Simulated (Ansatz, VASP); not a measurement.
**As: VASP beside Ansatz**

INCAR

```
ALGO     = Normal         # electronic algorithm
EDIFF    = 1E-7           # SCF threshold, eV
ENCUT    = 520            # plane-wave cutoff, eV
GGA      = PS             # functional
ISIF     = 2              # what is computed and relaxed
ISMEAR   = -1             # smearing method
LASPH    = T              # aspherical terms in the spheres
LCHARG   = F              # write CHGCAR
LREAL    = F              # projectors in reciprocal space
LWAVE    = F              # write WAVECAR
NBANDS   = 8              # bands
NELM     = 60             # most SCF steps
PREC     = Accurate       # precision mode
SIGMA    = 0.05           # smearing width, eV
```

File KPOINTS:

```
k-points
0
Gamma
  10 10 10
```

Contents of POSCAR:

```
As
1.0
    2.6671410253      0.0000000000      0.0000000000
    0.0000000000      2.6671410253      0.0000000000
    0.0000000000      0.0000000000      2.6671410253
As
1
Direct
    0.5000000000      0.5000000000      0.5000000000
```

Contents of input.yaml:

```yaml
crystal:
  lattice:
    - [2.6671410253, 0.0, 0.0]
    - [0.0, 2.6671410253, 0.0]
    - [0.0, 0.0, 2.6671410253]
  atoms:
    - { symbol: As, position: [0.5, 0.5, 0.5] }
hamiltonian:
  xc: pbesol
  pseudopotentials: { kind: paw }
kpoints:
  mp_grid: { grid: [10, 10, 10] }
scf:
  occupations: { method: fermi_dirac, width: 0.05 }
output:
  forces: true
  stress: true
  eigenvalues: true
```

Change from the starting cell: volume scaled by 0.96.

Alike in both runs: task single point; functional PBEsol; k mesh 10 × 10 × 10; occupations fermi-dirac, width 0.05 eV; no spin polarisation.

```csv
,VASP,Ansatz
version,VASP 6.6.1,Ansatz 0.2.0
potentials or method,"VASP PAW PBE potentials, release 64 (As)",Ansatz PAW
plane-wave cutoff (eV),520,420
valence electrons in the cell,5,15
```

VASP gave:

```
gap on the k mesh at the Fermi level (eV) : none
pressure (GPa)                            : 2.6
```

**Question.** What did Ansatz give for the same quantities?

**Answer.** gap on the k mesh at the Fermi level (eV): none; pressure (GPa): 2.2.

A gap of «none» marks a metal or a gap that the smearing closes. With one functional, cell and mesh, what is left measures potentials, basis and numerics. The two sets of potentials don't hold the same shells in valence.

Caveats: the PAW data sets were made with another functional, which shifts forces and pressure a little (VASP); the PAW data sets come from PBE, with cores solved anew for the run's functional, which leaves a small shift of forces and pressure (Ansatz).
